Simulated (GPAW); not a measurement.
Runs of GPAW 26.7.0 on BP. It takes space group F-43m (No. 216, cubic). Conventional cell: a = 4.538 Å, b = 4.538 Å, c = 4.538 Å, α = 90.00°, β = 90.00°, γ = 90.00°. P (site symmetry -43m) has 4 B at 1.97 Å as nearest neighbours. B (site symmetry -43m) is surrounded by 4 P at 1.97 Å. 

```csv
level,gap on the mesh (eV),pressure (GPa),relaxed volume (Å³/atom)
PBEsol+D3,1.11,0.1,11.43
PBEsol+D3(BJ),1.09,0.1,11.31
PBEsol,1.12,0.0,(b)
PBEsol+D4,1.10,0.1,(c)
PBEsol+D3(BJ)+ATM,1.10,0.1,(a)
```

Alike in all rows: task relaxation of cell and atoms; potentials or basis PAW data sets generated in the run's folder for this functional, pw; no spin polarisation; cell relaxed; k mesh 10 × 10 × 10; cutoff (eV) 800; smearing fermi-dirac 0.05 eV.

Question: Estimate the missing entries.

Answer: (a) 11.35; (b) 11.56; (c) 11.37.

Caveats: later steps reuse the first step's grids.

A k mesh can miss the band edges.
